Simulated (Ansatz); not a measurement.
# GaP (F-43m) in Ansatz: settings compared

Aim: see how the results for GaP move with the level of theory and the settings. Levels: BLYP+D3(BJ), BLYP+D4, PBE. Tasks: relaxation of cell and atoms, single point.

Everything below comes from runs of Ansatz 0.2.0. Logs are shortened: lines on timing, memory, paths and dates and some standing lists are left out, and cuts for length are marked.

**Experimental background.**

From “Stacking defects in GaP nanowires: Electronic structure and optical properties”, 2018, arxiv:1810.01194, for a bulk crystal of GaP at 10 K: band gap 2.34 eV (indirect).

How close the calculation comes is told below.

**1. The structure**

It takes space group F-43m (No. 216, cubic). Conventional cell: a = 5.451 Å, b = 5.451 Å, c = 5.451 Å, α = 90.00°, β = 90.00°, γ = 90.00°. Ga (site symmetry -43m) has 4 P at 2.36 Å as nearest neighbours. Around P (site symmetry -43m) lie 4 Ga at 2.36 Å.

**2. Relaxation of cell and atoms, BLYP+D3(BJ)**

Contents of input.yaml:

```yaml
crystal:
  lattice:
    - [0.0, 2.72525, 2.72525]
    - [2.72525, 0.0, 2.72525]
    - [2.72525, 2.72525, 0.0]
  atoms:
    - { symbol: Ga, position: [0.0, 0.0, 0.0] }
    - { symbol: P, position: [0.75, 0.75, 0.75] }
hamiltonian:
  xc: blyp
  pseudopotentials: { kind: paw }
  dispersion: d3bj
kpoints:
  mp_grid: { grid: [8, 8, 8] }
scf:
  occupations: { method: fermi_dirac, width: 0.05 }
output:
  forces: true
  stress: true
  write_density: true
  write_potential: true
  elf: true
  volumetric_format: npy
relax:
  f_tol: 0.01
  max_steps: 40
  cell: { stress_tol: 0.05 }
```

Potentials or basis: Ansatz PAW.

Launch:

```sh
> ansatz run input.yaml --threads 2 --pin off --max-ram 5632MiB --backend cpu --events-out ev --progress --plain --runs-dir out
```

The log of the run:

```text
Warning: RAYON_NUM_THREADS=2 ignored (pool sized by the plan → 2); use --threads N
Engine: ansatz 0.2.0, x86_64-unknown-linux-gnu
Pseudopotentials: kind: paw
Pseudopotential: Ga, paw, valence charge 13, recommended cutoff 420 eV (normal), Ga.paw.azcp
Pseudopotential: P, paw, valence charge 5, recommended cutoff 420 eV (normal), P.paw.azcp
Functional definition: BLYP
  parameter beta = 0.0042
  parameter a = 0.04918
  parameter b = 0.132
  parameter c = 0.2533
  parameter d = 0.349
  exchange = b88_x(beta = beta)
  correlation = lyp_c(a = a, b = b, c = c, d = d)
Crystal: 2 atoms, lattice volume = 40.481 Å³
Basis set: ecut = 420 eV, 749 PW (Γ), exchange–correlation on 54×54×54 points (8 copies of the dense FFT grid, shifted against one another)
Bands: 13, of which v1, the nominal top of the filled ones, is band 9 counted from 1 (8 counted from 0)
Symmetry: 24 space group operations
Space group: F-43m (ITA 216), of the structure as read, at distance tolerance 3.4e-5 Å
k-points: 29 of 512 (time reversal used)
Non-local potential: Ga, projectors of the file, l = 0: 2, l = 1: 2, l = 2: 3, l = 3: 1
Non-local potential: P, projectors of the file, l = 0: 2, l = 1: 2, l = 2: 2
PAW form: soft (Blöchl's): semilocal exchange-correlation on the pseudo side does not see the compensation charge
PAW frozen core: Ga, regenerated for the run's functional, and the local potential with it (the file was generated under x = pbe(κ = 0.804, μ = 0.2195149727645171), c = pbe(β = 0.06672455060314922))
PAW frozen core: P, regenerated for the run's functional, and the local potential with it (the file was generated under x = pbe(κ = 0.804, μ = 0.2195149727645171), c = pbe(β = 0.06672455060314922))
PAW one-centre angular grid: Ga, 590 points (default); XC on 64 Gauss nodes
PAW one-centre angular grid: P, 110 points (default); XC on 64 Gauss nodes
Initial density: superposition of atomic densities (neutral atoms: chi_scale 0, normalization atom), corrected by the library's trained network
Initial wavefunctions: pseudopotential atomic-orbital guess
Functional: x = b88, c = lyp
SCF iter   1: F=—  HF=-4554.854603 eV  |F-HF|=—  |Δ(HF+E_count)|=         —  Δρ=5.58e-3  dr2=1.49e-2  ethr=1.77e-3  ⟨swp⟩=6.2  Hψ=2520  notcnv=0
preconditioner: auto → none  [insulator: Δε(μ)=1.705 eV  Ē_g=15.654 eV  σ=0.050 eV  W_gap=1.00  n_scr=14 (ndim 8)  ℏωp=24.8 eV  f_vac=0.011  D(μ)=0.00/eV (n_scr^D=0)  ε∞_Penn≈3.5]
SCF iter   2: F=—  HF=-4554.848065 eV  |F-HF|=—  |Δ(HF+E_count)|=   6.54e-3  Δρ=2.70e-3  dr2=1.39e-3  ethr=8.29e-5  ⟨swp⟩=2.3  Hψ=833  notcnv=0
SCF iter   3: F=—  HF=-4554.847593 eV  |F-HF|=—  |Δ(HF+E_count)|=   4.71e-4  Δρ=5.89e-4  dr2=1.17e-4  ethr=7.73e-6  ⟨swp⟩=2.1  Hψ=551  notcnv=0
SCF iter   4: F=—  HF=-4554.847550 eV  |F-HF|=—  |Δ(HF+E_count)|=   4.30e-5  Δρ=3.02e-4  dr2=1.98e-5  ethr=6.51e-7  ⟨swp⟩=2.0  Hψ=638  notcnv=0
SCF iter   5: F=—  HF=-4554.847547 eV  |F-HF|=—  |Δ(HF+E_count)|=   2.93e-6  Δρ=7.04e-5  dr2=1.21e-6  ethr=1.10e-7  ⟨swp⟩=2.0  Hψ=649  notcnv=0
SCF iter   6: F=-4554.847548 eV  HF=-4554.847548 eV  |F-HF|=3.86e-9  |Δ(HF+E_count)|=   5.33e-7  Δρ=2.28e-5  dr2=8.77e-8  ethr=5.56e-10  ⟨swp⟩=9.1  Hψ=2804  notcnv=0
SCF 1 converged in 6 iterations: F = -4554.847548 eV  dr2 = 8.77e-8
relax step   1: F+E_penalty+E_count = -4554.84754799 eV  Δ(F+E_penalty+E_count) = +0.000e0 eV  max|allowed force component| = 2.683e-16 eV/Å  Δτ_max = 0.0000 Å  P = -0.040 GPa  Ω = 40.481 Å³  (6 SCF iters, dr2 threshold 1.00e-7 eV, accepted)
Initial density: handed on by an earlier stage of this run
Initial wavefunctions: pseudopotential atomic-orbital guess (no wavefunctions were taken with the density)
iter 1 solved again at ethr=1.28e-6 eV; its pass at ethr=3.10e-3 eV (dr2=2.30e-4 eV) is discarded
SCF iter   1: F=—  HF=-4554.847552 eV  |F-HF|=—  |Δ(HF+E_count)|=         —  Δρ=2.35e-5  dr2=9.32e-8  ethr=1.28e-6  ⟨swp⟩=3.0  Hψ=3436  notcnv=0
eigensolver tolerance schedule: the retry pair's looser diagonalisation over-reported the residual by 2462.97 of it (diagonalisation noise at an unbounded share of the residual, at the tolerance the schedule requests for it); recorded, not acted on — ethr = c·dr2/N_el stays at c = 1.0e-1
preconditioner: auto → none  [insulator: Δε(μ)=1.665 eV  Ē_g=15.623 eV  σ=0.050 eV  W_gap=1.00  n_scr=14 (ndim 8)  ℏωp=24.8 eV  f_vac=0.015  D(μ)=0.00/eV (n_scr^D=0)  ε∞_Penn≈3.5]
SCF iter   2: F=—  HF=-4554.847548 eV  |F-HF|=—  |Δ(HF+E_count)|=   4.12e-6  Δρ=7.66e-6  dr2=1.20e-8  ethr=5.18e-10  ⟨swp⟩=2.8  Hψ=685  notcnv=0
SCF iter   3: F=—  HF=-4554.847548 eV  |F-HF|=—  |Δ(HF+E_count)|=   8.04e-9  Δρ=5.63e-6  dr2=5.30e-9  ethr=6.66e-11  ⟨swp⟩=2.0  Hψ=642  notcnv=0
SCF iter   4: F=—  HF=-4554.847548 eV  |F-HF|=—  |Δ(HF+E_count)|=   3.49e-9  Δρ=4.97e-7  dr2=3.65e-11  ethr=2.94e-11  ⟨swp⟩=2.9  Hψ=643  notcnv=0
SCF iter   5: F=-4554.847548 eV  HF=-4554.847548 eV  |F-HF|=0.00e0  |Δ(HF+E_count)|=  2.73e-11  Δρ=1.13e-7  dr2=2.78e-12  ethr=1.00e-12  ⟨swp⟩=7.7  Hψ=2149  notcnv=0
SCF 2 converged in 5 iterations: F = -4554.847548 eV  dr2 = 2.78e-12
relax step   2: F+E_penalty+E_count = -4554.84754802 eV  Δ(F+E_penalty+E_count) = -3.134e-8 eV  max|allowed force component| = 2.498e-16 eV/Å  Δτ_max = 0.0000 Å  P = -0.039 GPa  Ω = 40.481 Å³  stress off target by 3.93e-2 GPa  SCF on the basis re-selected at this cell (its energy is not comparable with the rows above)  (5 SCF iters)
basis re-selected at this cell: Δ(F+E_penalty+E_count) = -3.134e-8 eV, ΔP = +0.000 GPa vs the last step (what re-selecting the basis moved, of the pressure what is left beyond the Pulay correction that the steps carried, after the strain that the cell walked since its last selection, with what the two solves' SCF thresholds leave and, on support functions, any second-order correction that the steps lacked; it is no measure of the basis error at this ecutwfc). This SCF's stress stands 3.93e-2 GPa from its target on what of the cell is left free (relax.cell.stress_tol is 5.00e-2 GPa) and its largest allowed force component is 2.50e-16 eV/Å (relax.f_tol is 1.00e-2 eV/Å): within both
SCF converged after 5 iterations
Free energy (F): -4554.847548 eV
Harris-Foulkes:  -4554.847548 eV  (|F-HF|=0.00e0)
Internal energy: -4554.847548 eV  (E = F + TS)
E sigma→0 (E₀):  -4554.847548 eV
Fermi energy:    8.304008 eV
--- Per-component energies (eV) ---
  E_band       = -52.046995
  E_kinetic    = 187.641367
  E_local      = -2199.898378  (includes V_loc(G=0)·N_el)
  E_nonlocal   = 455.658643
  E_hartree    = 1019.494248
  E_xc         = -128.922723
  E_vxc        = -115.939394  (∫ρ·V_xc dr)
  E_paw        = -2574.789898  (= ΣΔE_a)
  E_vpaw       = -418.497617  (= ΣTr[D̂ρ^β])
  E_aug_tail   = -0.000115  (compensation charges beyond the density's cutoff)
  E_ewald      = -1312.644944
  E_disp       = -1.418294  (pairwise vdW)
  E_core_change = 0.032547  (= ΣΔE_core)
  E_smearing   = -0.000000  (= −TS)
  E_closure    = 0.000000  (closes the sum)
  Σ components = -4554.847548   (vs F -4554.847548, Δ=0.00e0)
--- Forces (eV/Å), atoms counted from 1 ---
  atom   1  Ga    -0.00000000     0.00000000    -0.00000000
  atom   2  P      0.00000000    -0.00000000    -0.00000000
  max |Σ_I F_I| component: 9.25e-17 eV/Å
--- Stress (GPa, compression-positive) ---
       -0.039265      -0.000000      -0.000000
       -0.000000      -0.039265       0.000000
       -0.000000       0.000000      -0.039265
  P = ⅓ Tr σ = -0.0393 GPa (-0.393 kbar)
--- Band table (eV; the first three rows and the last of 29) ---
  k-point 0: bands = ["-7.1625", "-7.1625", "-7.1625", "-7.0634", "-7.0634", "-4.9869", "7.4868", "7.4868", "7.4868", "9.1952", "11.4177", "11.4177", "11.4177"]
  k-point 1: bands = ["-7.1756", "-7.1579", "-7.1579", "-7.0634", "-7.0634", "-4.7870", "5.8488", "7.2610", "7.2610", "9.8693", "11.7616", "11.7616", "11.9871"]
  k-point 2: bands = ["-7.2046", "-7.1480", "-7.1480", "-7.0621", "-7.0621", "-4.2207", "3.6182", "6.8332", "6.8332", "9.6231", "12.2743", "12.2743", "13.8531"]
  k-point 28: bands = ["-7.2585", "-7.1247", "-7.1034", "-7.0782", "-7.0547", "-1.9732", "0.9113", "3.9956", "4.1464", "12.3137", "12.3346", "13.6358", "13.7751"]
--- Relaxed structure (1 steps of the walk, 1 accepted, 1 SCFs on fresh bases) ---
  F+E_penalty+E_count = -4554.84754802 eV   max|allowed force component| = 2.498e-16 eV/Å   (the final SCF, on the basis selected at the relaxed cell)
  cell:  # Å, volume = 40.4808 Å³
    - [0.0, 2.72525, 2.72525]
    - [2.72525, 0.0, 2.72525]
    - [2.72525, 2.72525, 0.0]
  atoms:
    - { symbol: Ga, position: [0.0, 0.0, 0.0] }
    - { symbol: P, position: [0.75, 0.75, 0.75] }
```

Wall time 9.5 s (2 threads of Intel Xeon at 2.50GHz (Skylake/Cascade Lake), shared host); peak memory 0.35 GiB.

Results:

```
Free energy               : -4554.8475 eV
Energy gained by relaxing : 0.0 meV/atom
Ionic steps               : 2
Pressure after relaxing   : 0.0 GPa
Band gap on the k mesh    : 1.67 eV, indirect (least direct gap 1.71 eV)
```

Final structure:
```xyz
2
Lattice="0.0000 2.7252 2.7252 2.7252 0.0000 2.7252 2.7252 2.7252 0.0000" Properties=species:S:1:pos:R:3 pbc="T T T"
Ga    0.0000    0.0000    0.0000
P     4.0879    4.0879    4.0879
```

Caveat: the plane-wave basis is chosen anew once the cell has moved, so the energies of steps on either side of that aren't comparable; the PAW data sets come from PBE, with cores solved anew for the run's functional, which leaves a small shift of forces and pressure. A k mesh can miss the band edges.

**3. Relaxation of cell and atoms, BLYP+D4**

input.yaml: that of step 2 with these lines changed.

```diff
@@ -11,3 +11,3 @@
   pseudopotentials: { kind: paw }
-  dispersion: d3bj
+  dispersion: d4
 kpoints:
@@ -19,6 +19,2 @@
   stress: true
-  write_density: true
-  write_potential: true
-  elf: true
-  volumetric_format: npy
 relax:
```

Potentials or basis: Ansatz PAW.

Launch:

```sh
> ansatz run input.yaml --threads 2 --pin off --max-ram 5632MiB --backend cpu --events-out ev --progress --plain --runs-dir out
```

The log of the run:

```text
Warning: RAYON_NUM_THREADS=2 ignored (pool sized by the plan → 2); use --threads N
Engine: ansatz 0.2.0, x86_64-unknown-linux-gnu
Pseudopotentials: kind: paw
Pseudopotential: Ga, paw, valence charge 13, recommended cutoff 420 eV (normal), Ga.paw.azcp
Pseudopotential: P, paw, valence charge 5, recommended cutoff 420 eV (normal), P.paw.azcp
Functional definition: BLYP
  parameter beta = 0.0042
  parameter a = 0.04918
  parameter b = 0.132
  parameter c = 0.2533
  parameter d = 0.349
  exchange = b88_x(beta = beta)
  correlation = lyp_c(a = a, b = b, c = c, d = d)
Crystal: 2 atoms, lattice volume = 40.481 Å³
Basis set: ecut = 420 eV, 749 PW (Γ), exchange–correlation on 54×54×54 points (8 copies of the dense FFT grid, shifted against one another)
Bands: 13, of which v1, the nominal top of the filled ones, is band 9 counted from 1 (8 counted from 0)
Symmetry: 24 space group operations
Space group: F-43m (ITA 216), of the structure as read, at distance tolerance 3.4e-5 Å
k-points: 29 of 512 (time reversal used)
Non-local potential: Ga, projectors of the file, l = 0: 2, l = 1: 2, l = 2: 3, l = 3: 1
Non-local potential: P, projectors of the file, l = 0: 2, l = 1: 2, l = 2: 2
PAW form: soft (Blöchl's): semilocal exchange-correlation on the pseudo side does not see the compensation charge
[... 61 lines left out ...]
  E_xc         = -129.002634
  E_vxc        = -116.046689  (∫ρ·V_xc dr)
  E_paw        = -2574.760431  (= ΣΔE_a)
  E_vpaw       = -418.433514  (= ΣTr[D̂ρ^β])
  E_aug_tail   = -0.000110  (compensation charges beyond the density's cutoff)
  E_ewald      = -1315.029840
  E_disp       = -1.580358  (pairwise vdW)
  E_core_change = 0.032547  (= ΣΔE_core)
  E_smearing   = -0.000000  (= −TS)
  E_closure    = -0.000000  (closes the sum)
  Σ components = -4555.000660   (vs F -4555.000660, Δ=0.00e0)
--- Forces (eV/Å), atoms counted from 1 ---
  atom   1  Ga    -0.00000000     0.00000000     0.00000000
  atom   2  P      0.00000000    -0.00000000    -0.00000000
  max |Σ_I F_I| component: 4.86e-17 eV/Å
--- Stress (GPa, compression-positive) ---
        0.000982       0.000000      -0.000000
        0.000000       0.000982       0.000000
        0.000000       0.000000       0.000982
  P = ⅓ Tr σ = 0.0010 GPa (0.010 kbar)
--- Relaxed structure (3 steps of the walk, 3 accepted, 1 SCFs on fresh bases) ---
  F+E_penalty+E_count = -4555.00065993 eV   max|allowed force component| = 6.014e-17 eV/Å   (the final SCF, on the basis selected at the relaxed cell)
  cell:  # Å, volume = 40.2610 Å³
    - [-6.623983642764266e-34, 2.7203075741078866, 2.7203075741078866]
    - [2.7203075741078866, 2.5222091562833167e-33, 2.7203075741078866]
    - [2.7203075741078866, 2.7203075741078866, 1.8852876521713676e-33]
  atoms:
    - { symbol: Ga, position: [9.34903154669216e-34, -7.346719278424232e-34, -8.907345016927175e-34] }
    - { symbol: P, position: [0.7500000000000001, 0.7500000000000001, 0.7500000000000001] }
```

It took 19 s on 2 threads of Intel Xeon at 2.50GHz (Skylake/Cascade Lake), shared host; peak memory 0.34 GiB.

Results:

- Free energy: -4555.0007 eV
- Relaxed volume: 20.13 Å³/atom
- Relaxed cell: a = 3.847 Å, b = 3.847 Å, c = 3.847 Å, α = 60.00°, β = 60.00°, γ = 60.00°
- Space group after relaxing (to 0.05 Å): F-43m (No. 216)
- Energy gained by relaxing: 0.1 meV/atom
- Ionic steps: 4
- Pressure after relaxing: 0.0 GPa
- Band gap on the k mesh: 1.68 eV

Step by step:
```
step  energy change (eV)  largest force (eV/Å)  volume (Å³)
   1              0.0000                0.0000        40.48
   2             -0.0003                0.0000        40.33
   3             -0.0004                0.0000        40.26
   4             -0.0003                0.0000        40.26
```

Final structure:
```yaml
crystal:
  lattice:
    - [0.00000, 2.72031, 2.72031]
    - [2.72031, 0.00000, 2.72031]
    - [2.72031, 2.72031, 0.00000]
  atoms:
    - { symbol: Ga, position: [0.00000, 0.00000, 0.00000] }
    - { symbol: P, position: [0.75000, 0.75000, 0.75000] }
```

Caveat: the plane-wave basis is chosen anew once the cell has moved, so the energies of steps on either side of that aren't comparable; the PAW data sets come from PBE, with cores solved anew for the run's functional, which leaves a small shift of forces and pressure. A k mesh can miss the band edges.

**4. Single point, PBE**

Contents of input.yaml:

```yaml
crystal:
  lattice:
    - [0.0, 2.72525, 2.72525]
    - [2.72525, 0.0, 2.72525]
    - [2.72525, 2.72525, 0.0]
  atoms:
    - { symbol: Ga, position: [0.0, 0.0, 0.0] }
    - { symbol: P, position: [0.75, 0.75, 0.75] }
hamiltonian:
  xc: pbe
  pseudopotentials: { kind: paw }
kpoints:
  mp_grid: { grid: [8, 8, 8] }
scf:
  occupations: { method: gaussian, width: 0.029 }
output:
  forces: true
  stress: true
  eigenvalues: true
```

Launch:

```sh
> ansatz run input.yaml --threads 2 --pin off --max-ram 5632MiB --backend cpu --events-out ev --progress --plain --runs-dir out
```

It took 6 s on 2 threads of Intel Xeon at 2.50GHz (Skylake/Cascade Lake), shared host; peak memory 0.33 GiB.

Results (log left out):

* Free energy: -4539.5479 eV
* Pressure: 2.5 GPa
* Band gap on the k mesh: 1.64 eV, indirect (least direct gap 1.83 eV)

Levels at points of the mesh, in eV from the valence-band top:
```csv
k point,band 7,band 8,band 9,band 10,band 11,band 12
"(0.00, 0.00, 0.00)",0.00,0.00,0.00,1.83,3.89,3.89
"(0.00, 0.00, -0.50)",-6.63,-1.12,-1.12,1.67,4.71,4.71
"(0.00, -0.50, -0.50)",-6.75,-2.68,-2.68,1.65,1.82,10.58
```

(Part 1 of 2 ends here.)
